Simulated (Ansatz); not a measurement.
This guess for Cd2HgTe3 is about to be relaxed.

```xyz
6
Lattice="4.3840 0.0000 0.0000 -2.1920 3.7966 0.0000 0.0000 0.0000 10.7385" Properties=species:S:1:pos:R:3 pbc="T T T"
Cd    0.0000    2.5311    7.1590
Cd    2.1920    1.2655    3.5795
Hg    0.0000    0.0000    0.0000
Te    0.0000    2.5311    9.8436
Te    2.1920    1.2655    6.2641
Te    0.0000    0.0000    2.6846
```

The calculation used Ansatz, DFT PBE, scalar-relativistic, plane waves, PAW. Cutoff 420 eV, Gaussian smearing, Γ-centred meshes. Cell and atoms relax first on a coarse mesh and then on a finer one. In between, the cell is made exact in the group found at 0.06 Å. In metals the finer mesh still leaves noise of several meV/atom or more. The steps can't lower the symmetry of their start. No spin polarisation.

A guess keeps its type if space group and coordination stay and the shape of the cell changes little (axis ratios within about 15 %, angles within 6°); the volume may change.

Problem. Will the relaxed cell still be of the starting type?

Solution. It keeps its type. The symmetry stays P3m1 (No. 156). The volume per atom grows by 22.3 %, from 29.8 to 36.4 Å³. The shortest distance goes from 2.68 Å (Cd–Te and Hg–Te) to 2.87 Å (Cd–Te). The ratio c/a of the conventional cell changes by a factor of 1.00. Counting neighbours within 15 % of an atom's shortest distance, the start has Cd 4, Hg 4, Te 4 and the end Cd 4, Hg 4, Te 4.

The zero of energy is the elements' standard structures at the same level; no fitted shifts are applied. The references include crystalline Hg.

Problem. At what energy does it end?

Solution. −0.37 eV/atom. A negative formation energy is needed for stability but isn't enough: competing phases decide.

The last run used a 12×12×4 mesh (in the run's order of axes) for its 6-atom cell and Gaussian smearing of 0.10 eV. Spin–orbit coupling, which can matter for Hg and Te, is left out. The reference form of Te is held partly by dispersion forces, which this level lacks. Symmetry constrained the relaxation, so the result can be a saddle point.
